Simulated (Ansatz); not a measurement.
# Strain and the gap of AlN (rocksalt)

AlN in the rocksalt structure, relaxed with r2SCAN in Ansatz. Space group Fm-3m (No. 225), cubic; a = 4.038 Å in the conventional setting, 8.23 Å³ an atom. Al is surrounded by 6 N at 2.02 Å; N is surrounded by 6 Al at 2.02 Å.

The axes x, y and z are those of this cell:
```
Al N
1.0
     0.00000    2.01887    2.01887
     2.01887    0.00000    2.01887
     2.01887    2.01887    0.00000
Al N
1 1
Direct
  0.00000 0.00000 0.00000
  0.50000 0.50000 0.50000
```

Unstrained: PBE gives an indirect gap of 4.669 eV, from Γ to X; the least direct gap is 5.726 eV at Γ. r2SCAN gives an indirect gap of 5.522 eV, from Γ to X; the least direct gap is 6.530 eV at Γ. The HSE06 gap is indirect, 6.083 eV (Γ to X), below the direct gap of 7.266 eV at Γ. Meshes: PBE 10×10×10, r2SCAN 10×10×10, HSE06 8×8×8. Strains are changes of length per length. After each strain the atoms were relaxed again with r2SCAN within the symmetry that the strain leaves, so tilts or polar shifts that break it weren't tested; points keep the names that they have in the unstrained zone. These are computed values for a spin-unpolarised cell that may be hypothetical; none is a measurement.

Changes of the least gap in eV (an overlap counts as a negative gap):
```csv
strain,volume change (%),space group,PBE,r2SCAN,HSE06,G0W0@PBE (mesh),"energy rise, r2SCAN (meV/atom)"
"epitaxial -4.0 % in the xy plane, free normal strain +3.53 %",-4.6,I4/mmm,-0.005,-0.072,-0.153,-0.33,49.1
"epitaxial -3.0 % in the xy plane, free normal strain +2.55 %",-3.5,I4/mmm,-0.023,-0.015,-0.047,-0.22,26.5
"epitaxial -2.0 % in the xy plane, free normal strain +1.65 %",-2.4,I4/mmm,-0.026,-0.021,-0.043,-0.08,11.3
"epitaxial -1.0 % in the xy plane, free normal strain +0.81 %",-1.2,I4/mmm,-0.019,-0.016,-0.027,-0.01,2.7
"epitaxial +1.0 % in the xy plane, free normal strain -0.75 %",+1.2,I4/mmm,-0.263,-0.271,-0.288,-0.30,2.5
"epitaxial +2.0 % in the xy plane, free normal strain -1.46 %",+2.5,I4/mmm,-0.506,-0.520,-0.554,-0.58,9.6
"epitaxial +3.0 % in the xy plane, free normal strain -2.13 %",+3.8,I4/mmm,-0.729,-0.749,-0.799,-0.84,20.8
"epitaxial +4.0 % in the xy plane, free normal strain -2.76 %",+5.2,I4/mmm,-0.933,-0.958,-1.024,-1.08,35.6
```
Unstrained, G0W0@PBE with 68 empty bands, a screening cutoff of 150 eV and a 6×6×6 mesh gives 6.32 eV on its mesh; the band count follows the volume. G0W0 values are finite-basis, finite-mesh values.

Epitaxial -4.0 % in the xy plane, free normal strain +3.53 %. HSE06: the gap goes from 6.083 to 5.930 eV (-0.153 eV); with r2SCAN the top three valence levels at Γ, degenerate before, become 1+2 from the top over 467 meV. Stress change with r2SCAN, compression positive: xx +26.05, yy +26.05, zz +0.01 GPa.

Epitaxial -3.0 % in the xy plane, free normal strain +2.55 %. HSE06: the gap goes from 6.083 to 6.036 eV (-0.047 eV); with r2SCAN the top three valence levels at Γ, degenerate before, become 1+2 from the top over 365 meV. Stress change with r2SCAN, compression positive: xx +18.37, yy +18.37, zz +0.01 GPa.

Epitaxial -2.0 % in the xy plane, free normal strain +1.65 %. HSE06: the gap goes from 6.083 to 6.040 eV (-0.043 eV); with r2SCAN the top three valence levels at Γ, degenerate before, become 1+2 from the top over 252 meV. Stress change with r2SCAN, compression positive: xx +11.50, yy +11.50, zz 0.00 GPa.

Epitaxial -1.0 % in the xy plane, free normal strain +0.81 %. HSE06: the gap goes from 6.083 to 6.056 eV (-0.027 eV); with r2SCAN the top three valence levels at Γ, degenerate before, become 1+2 from the top over 130 meV. Stress change with r2SCAN, compression positive: xx +5.39, yy +5.39, zz -0.03 GPa.

Epitaxial +1.0 % in the xy plane, free normal strain -0.75 %. HSE06: the gap goes from 6.083 to 5.795 eV (-0.288 eV); the X points, equivalent before, split by 167 meV, and the conduction bottom lies at those like (1/2, 1/2, 0); with r2SCAN the top three valence levels at Γ, degenerate before, become 2+1 from the top over 133 meV. Stress change with r2SCAN, compression positive: xx -4.78, yy -4.78, zz -0.03 GPa.

Epitaxial +2.0 % in the xy plane, free normal strain -1.46 %. HSE06: the gap goes from 6.083 to 5.529 eV (-0.554 eV); the X points, equivalent before, split by 317 meV, and the conduction bottom lies at those like (1/2, 1/2, 0); with r2SCAN the top three valence levels at Γ, degenerate before, become 2+1 from the top over 270 meV. Stress change with r2SCAN, compression positive: xx -8.95, yy -8.95, zz 0.00 GPa.

Epitaxial +3.0 % in the xy plane, free normal strain -2.13 %. HSE06: the gap goes from 6.083 to 5.284 eV (-0.799 eV); the X points, equivalent before, split by 449 meV, and the conduction bottom lies at those like (1/2, 1/2, 0); with r2SCAN the top three valence levels at Γ, degenerate before, become 2+1 from the top over 407 meV. Stress change with r2SCAN, compression positive: xx -12.61, yy -12.61, zz 0.00 GPa.

Epitaxial +4.0 % in the xy plane, free normal strain -2.76 %. HSE06: the gap goes from 6.083 to 5.059 eV (-1.024 eV); the X points, equivalent before, split by 564 meV, and the conduction bottom lies at those like (1/2, 1/2, 0); with r2SCAN the top three valence levels at Γ, degenerate before, become 2+1 from the top over 545 meV. Stress change with r2SCAN, compression positive: xx -15.79, yy -15.79, zz 0.00 GPa.

The meshes of the hybrids are coarse, so their gaps aren't converged to the digits shown.

The splittings at Γ are without spin-orbit coupling, which regroups them where it is of like size.
